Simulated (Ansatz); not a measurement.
Here is an Ansatz 0.2.0 calculation.

File input.yaml:

```yaml
crystal:
  lattice:
    - [0.0, 2.024805, 2.024805]
    - [2.024805, 0.0, 2.024805]
    - [2.024805, 2.024805, 0.0]
  atoms:
    - { symbol: Al, position: [0.0, 0.0, 0.0] }
kpoints:
  mp_grid: { grid: [11, 11, 11] }
scf:
  occupations: { method: gaussian, width: 0.021 }
hamiltonian:
  xc: pbe
  pseudopotentials: { kind: all_electron, lapw: { basis_error: 0.001 } }
output:
  forces: true
  stress: true
  eigenvalues: true
```

Potentials or basis: all-electron LAPW, scalar-relativistic.

Command:

```console
$ ansatz run input.yaml --threads 1 --pin off --max-ram 3072MiB --backend cpu --events-out ev --progress --plain --runs-dir out
```

(1) Predict the pressure.

(2) Estimate the band gap on the k mesh.

Answers

(1) -0.5 GPa.

(2) none (metal or under the smearing width).
